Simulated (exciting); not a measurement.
# ZnS (F-43m) in exciting: further runs, part 3 of 3

exciting (release sodium).

## 6. Real-space fields, RGE2+D2 (volume scaled by 1.04)

File input.xml:

```xml
<input>
  <title>ZnS</title>
  <structure speciespath="./" tshift="false">
    <crystal scale="1">
      <basevect>0.000000000000 5.173232430831 5.173232430831</basevect>
      <basevect>5.173232430831 0.000000000000 5.173232430831</basevect>
      <basevect>5.173232430831 5.173232430831 0.000000000000</basevect>
    </crystal>
    <species speciesfile="Zn.xml" rmt="2">
      <atom coord="0.750000000000 0.750000000000 0.750000000000"/>
    </species>
    <species speciesfile="S.xml" rmt="1.9">
      <atom coord="0.000000000000 0.000000000000 0.000000000000"/>
    </species>
  </structure>
  <groundstate do="fromscratch" ngridk="9 9 9" rgkmax="7.5" gmaxvr="14" lmaxapw="10" lmaxmat="10" lmaxvr="8" stype="Methfessel-Paxton 1" swidth="0.00036749" nempty="10" ValenceRelativity="iora*" epsengy="1e-05" epspot="1e-05" maxscl="60" outputlevel="low">
    <libxc exchange="XC_GGA_X_RGE2" correlation="XC_GGA_C_RGE2"/>
  </groundstate>
  <properties>
    <chargedensityplot>
      <plot3d>
        <box grid="20 20 20">
          <origin coord="0 0 0"/>
          <point coord="1 0 0"/>
          <point coord="0 1 0"/>
          <point coord="0 0 1"/>
        </box>
      </plot3d>
    </chargedensityplot>
    <elfplot>
      <plot3d>
        <box grid="20 20 20">
          <origin coord="0 0 0"/>
          <point coord="1 0 0"/>
          <point coord="0 1 0"/>
          <point coord="0 0 1"/>
        </box>
      </plot3d>
    </elfplot>
    <exccplot>
      <plot3d>
        <box grid="20 20 20">
          <origin coord="0 0 0"/>
          <point coord="1 0 0"/>
          <point coord="0 1 0"/>
          <point coord="0 0 1"/>
        </box>
      </plot3d>
    </exccplot>
    <DFTD2/>
  </properties>
</input>
```

Potentials or basis: all-electron LAPW+lo, shipped species files, valence relativity iora*.

Command:

```console
$ OMP_NUM_THREADS=1 exciting_smp
```

INFO.OUT:

```text
================================================================================
EXCITING SODIUM started
[... 10 lines left out ...]

 Lattice vectors (cartesian) :
      0.0000000000      5.1732324308      5.1732324308
      5.1732324308      0.0000000000      5.1732324308
      5.1732324308      5.1732324308      0.0000000000

 Reciprocal lattice vectors (cartesian) :
     -0.6072784658      0.6072784658      0.6072784658
      0.6072784658     -0.6072784658      0.6072784658
      0.6072784658      0.6072784658     -0.6072784658

 Unit cell volume                           :     276.8955461060
 Brillouin zone volume                      :       0.8958259421

 Species :    1 (Zn)
[... 37 lines left out ...]

 Smearing scheme                            :    Methfessel-Paxton order 1, Phys. Rev. B 40, 3616 (1989)
 Smearing width                             :       0.00036749

++++++++++++++++++++++++++++++++++++++++++++++++++++++++++++++++++++++++++++++++
+ Ending initialization                                                        +
++++++++++++++++++++++++++++++++++++++++++++++++++++++++++++++++++++++++++++++++

********************************************************************************
* Groundstate module started                                                   *
********************************************************************************
 Output level for this task is set to low

++++++++++++++++++++++++++++++++++++++++++++++++++++++++++++++++++++++++++++++++
[... 5 lines left out ...]
+ SCF iteration number :    1                                                  +
++++++++++++++++++++++++++++++++++++++++++++++++++++++++++++++++++++++++++++++++
 Total energy                               :     -2190.18487289
 _______________________________________________________________
 Fermi energy                               :         0.14795716
 DOS at Fermi energy (states/Ha/cell)       :         0.00000000
 Electron charge: Core leakage              :         0.00139749
[... 222 lines left out ...]
 RMS change in effective potential (target) :  0.319252E-09  ( 0.100000E-04)
 Absolute change in total energy   (target) :  0.275993E-06  ( 0.100000E-04)
 Charge distance                   (target) :  0.319661E-09  ( 0.100000E-04)

++++++++++++++++++++++++++++++++++++++++++++++++++++++++++++++++++++++++++++++++
| Convergency criteria checked for the last 2 iterations                       +
| Convergence targets achieved. Performing final SCF iteration                 +
++++++++++++++++++++++++++++++++++++++++++++++++++++++++++++++++++++++++++++++++
 Total energy                               :     -2193.44404987
 _______________________________________________________________
 Fermi energy                               :         0.15432172
 DOS at Fermi energy (states/Ha/cell)       :         0.00000000
 Electron charge: Core leakage              :         0.00137617

 Estimated fundamental gap                  :         0.07061428
        valence-band maximum at    1      0.0000  0.0000  0.0000
     conduction-band minimum at    1      0.0000  0.0000  0.0000

++++++++++++++++++++++++++++++++++++++++++++++++++++++++++++++++++++++++++++++++
[... 9 lines left out ...]
| EXCITING SODIUM stopped                                                      =
================================================================================
```

stdout:

```text
Info(rhoplot):
 3D density plot written to RHO3D.xml

Info(potplot):
 3D Coulomb potential plot written to VCL3D.xml
 3D exchange-correlation potential plot written to VXC3D.xml

Info(elfplot): 3D ELF plot written to ELF3D.xml
```

Wall time 2.2 min (1 thread of Arm Neoverse V1, shared host); peak memory 0.14 GiB.

Results:

* Band gap on the k mesh: 1.92 eV, direct
* Dispersion energy per atom: -0.197 eV

Caveat: the dispersion energy is computed afterwards and isn't part of the total energy.

## 7. Summary

| task | level | spin | cell | k mesh | smearing | outputlevel | nempty | maxscl | reducebf | gap on the mesh (eV) |
| --- | --- | --- | --- | --- | --- | --- | --- | --- | --- | --- |
| real-space fields | LDA-GL | off | as given | 9 × 9 × 9 | methfessel-paxton 0.136 eV | normal | 10 | 60 | - | 1.90 |
| band structure | PBE | collinear, ferromagnetic start | as given | 5 × 5 × 5 | gaussian 0.136 eV | normal | 20 | 90 | 0.5 | 2.10 |
| real-space fields | RGE2+D2 | off | volume scaled by 1.04 | 9 × 9 × 9 | methfessel-paxton 0.01 eV | low | 10 | 60 | - | 1.92 |

Alike in all rows: potentials or basis all-electron LAPW+lo, shipped species files, valence relativity iora*; rgkmax 7.5.

Caveats: the tetrahedron DOS on this energy grid can lose part of the weight of narrow d or f bands (some runs); the dispersion energy is computed afterwards and isn't part of the total energy (some runs).

Compare energies only between runs with the same functional and basis.

## 8. Against experiment

Step 2. A measured gap of ZnS is 3.85 eV (direct; 19 K; quoted in “Electronic, vibrational, and thermodynamic properties of ZnS (zincblende and rocksalt structure)”, 2009, arxiv:0911.5022); the calculated 1.90 eV misses it by -1.95 eV. So large a miss can be the level of theory's own, or it may mean another phase, state or a wrong row. The value is that of LDA-GL, without temperature or zero-point motion. Semilocal functionals fall short of measured gaps as a rule.

Step 4. Against the measured gap of ZnS, 3.85 eV (direct; 19 K; quoted in “Electronic, vibrational, and thermodynamic properties of ZnS (zincblende and rocksalt structure)”, 2009, arxiv:0911.5022), the calculated 2.10 eV is off by -1.75 eV. The value is that of PBE, without temperature or zero-point motion. Semilocal functionals fall short of measured gaps as a rule.
